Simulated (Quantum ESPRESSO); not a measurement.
Tl:

```
Tl
1.0
    -1.95600    1.95600    1.95600
     1.95600   -1.95600    1.95600
     1.95600    1.95600   -1.95600
Tl
1
Cartesian
  0.0000 0.0000 0.0000
```

This isn't the form of Tl at room conditions, which is hcp.

| Item | Value |
| --- | --- |
| Program | Quantum ESPRESSO 7.5 |
| Task | single point |
| Functional | PBE |
| Potentials or basis | SSSP 1.3 efficiency PBE |
| Cutoff | 748 eV |
| Density cutoff | 5987 eV |
| k mesh | 10 × 10 × 10 |
| Occupations | fermi-dirac, width 0.05 eV |
| Spin | no spin polarisation |

On this cell: pressure 1.0 GPa; band gap on the k mesh none (metal or under the smearing width).

The same run follows on a disturbed copy (cell strained at random at fixed volume):

```
Tl
1.0
    -1.90590    1.93071    1.95199
     1.91556   -1.92009    1.95103
     1.98715    2.00134   -1.94138
Tl
1
Direct
  0.98625 0.00462 0.00435
```

What does the disturbed cell give?

The energy (extrapolated to zero smearing) moves by +4.1 meV/atom; pressure 1.0 GPa; band gap on the k mesh none (metal or under the smearing width).

Stress tensor (GPa, compression positive):
```
 1.01 -1.04 -0.10
-1.04  0.87 -0.13
-0.10 -0.13  1.21
```
